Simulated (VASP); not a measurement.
Ni:

```xyz
1
Lattice="-1.3837 1.3837 1.3837 1.3837 -1.3837 1.3837 1.3837 1.3837 -1.3837" Properties=species:S:1:pos:R:3 pbc="T T T"
Ni    0.0000    0.0000    0.0000
```

This isn't the form of Ni at room conditions, which is fcc.

* Program: VASP 6.6.1
* Task: single point
* Functional: PBE
* Potentials or basis: VASP PAW PBE potentials, release 64 (Ni)
* Cutoff: 520 eV
* k mesh: 13 × 13 × 13
* Occupations: fermi-dirac, width 0.05 eV
* Spin: collinear spin, ferromagnetic start
* Starting moments: [1.0] μB

On this cell: pressure 7.6 GPa; net moment 0.58 μB per cell; site moments Ni +0.58 μB; band gap on the k mesh none (metal or under the smearing width).

The same run follows on a disturbed copy (cell strained at random at fixed volume):

```
Ni
1.0
    -1.38853    1.36313    1.43177
     1.33108   -1.36244    1.37363
     1.41530    1.38921   -1.43108
Ni
1
Direct
  0.97925 0.97687 0.98052
```

**Question.** What does the disturbed cell give?

**Answer.** The energy (extrapolated to zero smearing) moves by +10.4 meV/atom; pressure 8.0 GPa; net moment 0.57 μB per cell; site moments Ni +0.58 μB; band gap on the k mesh none (metal or under the smearing width).

Stress tensor (GPa, compression positive):
```
 7.07 -3.10  6.99
-3.10  7.75 -0.45
 6.99 -0.45  9.16
```
